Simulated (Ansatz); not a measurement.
Set up this calculation in Ansatz 0.2.0, as the native input.

```
Task                  : relaxation of cell and atoms
Functional            : r2SCAN
Potentials or basis   : Ansatz PAW
Cutoff                : 500 eV (not typed: the program's choice for these potentials)
k mesh                : 8 × 8 × 8
Occupations           : fermi-dirac, width 0.05 eV
Spin                  : no spin polarisation
Target pressure (GPa) : 0
```

TiAl:

```
Ti Al
1.0
     3.17906    0.00000    0.00000
     0.00000    3.17906    0.00000
     0.00000    0.00000    3.17906
Ti Al
1 1
Cartesian
  0.0000 0.0000 0.0000
  1.5895 1.5895 1.5895
```

The cell comes from a database or a generator and needn't be the stable form of this composition.

The input as run:

input.yaml

```yaml
crystal:
  lattice:
    - [3.179064, 0.0, 0.0]
    - [0.0, 3.179064, 0.0]
    - [0.0, 0.0, 3.179064]
  atoms:
    - { symbol: Ti, position: [0.0, 0.0, 0.0] }
    - { symbol: Al, position: [0.5, 0.5, 0.5] }
hamiltonian:
  xc: r2scan
  pseudopotentials: { kind: paw }
kpoints:
  mp_grid: { grid: [8, 8, 8] }
scf:
  occupations: { method: fermi_dirac, width: 0.05 }
output:
  forces: true
  stress: true
  eigenvalues: true
relax:
  f_tol: 0.01
  max_steps: 40
  cell: { stress_tol: 0.05 }
```

Potentials or basis: Ansatz PAW.

Launch:

```console
$ ansatz run input.yaml --threads 2 --pin off --max-ram 5632MiB --backend cpu --events-out ev --progress --plain --runs-dir out
```

Results of the run:

```
Relaxed volume                         : 15.97 Å³/atom
Relaxed cell                           : a = 3.173 Å, b = 3.173 Å, c = 3.173 Å, α = 90.00°, β = 90.00°, γ = 90.00°
Space group after relaxing (to 0.05 Å) : Pm-3m (No. 221)
Energy gained by relaxing              : 0.2 meV/atom
Ionic steps                            : 4
Pressure after relaxing                : 0.0 GPa
Band gap on the k mesh                 : none (metal or under the smearing width)
```

Caveat: the plane-wave basis is chosen anew once the cell has moved, so the energies of steps on either side of that aren't comparable; the PAW data sets come from PBE, with cores solved anew for the run's functional, which leaves a small shift of forces and pressure.

Run time: 4.9 s on 2 threads of Arm Neoverse V1, on a shared host, peak memory 0.36 GiB.
